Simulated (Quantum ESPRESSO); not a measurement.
**Sb under changes of volume**

One of the cells (30.206 Å³/atom); the others are scaled copies at fixed shape and fractional positions:

```
CELL_PARAMETERS angstrom
2.15420 1.24373 3.75800
-2.15420 1.24373 3.75800
0.00000 -2.48746 3.75800
ATOMIC_POSITIONS crystal
Sb 0.76651 0.76651 0.76651
Sb 0.23349 0.23349 0.23349
```

| Quantity | Value |
| --- | --- |
| Program | Quantum ESPRESSO 7.5 |
| Functional | LDA |
| Potentials or basis | GBRV 1.5 LDA |
| Cutoff | 612 eV |
| Density cutoff | 4898 eV |
| k mesh | 8 × 8 × 8 |
| Occupations | fermi-dirac, width 0.05 eV |
| Spin | no spin polarisation |

```csv
volume (Å³/atom),energy over the lowest point (meV/atom),pressure (GPa),largest force (eV/Å)
28.393,?,?,?
28.998,2.70,1.1,0.242
29.602,0.00,-0.2,0.128
30.206,1.96,-1.4,0.023
30.810,8.08,-2.4,0.074
31.414,17.95,-3.3,0.164
32.018,31.16,-4.2,0.247
```

**Question.** What does the run at 28.393 Å³/atom give?

**Answer.** Energy over the lowest point 10.64 meV/atom; pressure 2.6 GPa; largest force 0.363 eV/Å.

Worked out: A Birch-Murnaghan fit of order 3 (a polynomial in V^(-2/3)) to the other rows has its minimum at 29.64 Å³/atom with B0 = V·E''(V) = 60 GPa and B' = 4.4 at fixed shape and positions, which overstates the stiffness. It gives 10.61 meV/atom at 28.393 Å³/atom, against the run's 10.64, and -dE/dV = 2.8 GPa, against 2.6.

Energies are extrapolated to zero smearing.
